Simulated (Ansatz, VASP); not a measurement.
## KF in VASP and in Ansatz

File INCAR:

```
  PREC = Accurate
  ENCUT = 520
  EDIFF = 1E-6
  ISMEAR = 0
  SIGMA = 0.05
  LREAL = F
  LASPH = T
  NELM = 100
  ALGO = Normal
  ISIF = 2
  LWAVE = F
  LCHARG = F
  GGA = PE
  NBANDS = 15
```

The input KPOINTS:

```
regular mesh
0
Gamma
  8 8 8
```

The input POSCAR:

```
KF
1.0
    3.1611863500      0.0000000000      0.0000000000
    0.0000000000      3.2589550000      0.0000000000
    0.0000000000      0.0000000000      3.2589550000
K F
1 1
Direct
    0.0000000000      0.0000000000      0.0000000000
    0.5000000000      0.5000000000      0.5000000000
```

Input for Ansatz:

```yaml
crystal:
  lattice:
    - [3.16118635, 0.0, 0.0]
    - [0.0, 3.258955, 0.0]
    - [0.0, 0.0, 3.258955]
  atoms:
    - { symbol: K, position: [0.0, 0.0, 0.0] }
    - { symbol: F, position: [0.5, 0.5, 0.5] }
basis:
  ecutwfc: 420
kpoints:
  mp_grid: { grid: [8, 8, 8] }
hamiltonian:
  xc: pbe
scf:
  occupations: { method: gaussian, width: 0.05 }
output:
  forces: true
  stress: true
  eigenvalues: true
```

Change from the starting cell: strain -0.0300 x Voigt [1, 0, 0, 0, 0, 0], atoms carried along.

Alike in both runs: task single point; functional PBE; k mesh 8 × 8 × 8; occupations gaussian, width 0.05 eV; no spin polarisation.

```csv
,VASP,Ansatz
version,VASP 6.6.1,Ansatz 0.2.0
potentials or method,"VASP PAW PBE potentials, release 64 (K_sv, F)","scalar-relativistic, plane waves, PAW"
plane-wave cutoff (eV),520,420
valence electrons in the cell,16,16
```

Ansatz gave:

| Property | Result |
| --- | --- |
| gap on the k mesh at the Fermi level (eV) | 6.41 |
| least direct gap on the mesh (eV) | 6.45 |
| pressure (GPa) | 1.1 |
| largest component of the traceless stress (GPa) | 1.79 |

Estimate VASP's values.

gap on the k mesh at the Fermi level (eV): 6.39; least direct gap on the mesh (eV): 6.44; pressure (GPa): 1.1; largest component of the traceless stress (GPa): 1.80.

A k mesh can miss the band edges.
